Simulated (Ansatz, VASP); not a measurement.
## BaTiO3 in VASP and in Ansatz

```
Ba Ti O
1.0
     4.03253    0.00000    0.00000
     0.00000    4.03253    0.00000
     0.00000    0.00000    4.03253
Ba Ti O
1 1 3
Direct
  0.50000 0.50000 0.50000
  0.00000 0.00000 0.00000
  0.00000 0.00000 0.50000
  0.00000 0.50000 0.00000
  0.50000 0.00000 0.00000
```

Alike in both runs: task single point; functional PBEsol; k mesh 7 × 7 × 7; occupations fermi-dirac, width 0.05 eV; no spin polarisation.

```csv
,VASP,Ansatz
version,VASP 6.6.1,Ansatz 0.2.0
potentials or method,"VASP PAW PBE potentials, release 64 (Ba_sv, Ti_sv, O)",Ansatz PAW
plane-wave cutoff (eV),520,420
valence electrons in the cell,40,40
```

```tsv
	VASP	Ansatz	Ansatz less VASP
gap on the k mesh at the Fermi level (eV)	1.72	1.78	+0.064
least direct gap on the mesh (eV)	1.82	1.85	+0.026
pressure (GPa)	-5.9	-7.6	-1.67
```

Caveats: spin-orbit coupling is left out, which moves the levels of the heavy elements; the PAW data sets were made with another functional, which shifts forces and pressure a little (VASP); an odd mesh through Γ misses points on the zone boundary, where band edges often lie (VASP); odd divisions of the mesh miss points on the zone boundary, where band edges often lie, so the gap on the mesh can be too wide (Ansatz); the pressure holds a Pulay correction of +0.6 GPa for the finite cutoff (Ansatz); the PAW data sets come from PBE, with cores solved anew for the run's functional, which leaves a small shift of forces and pressure (Ansatz).
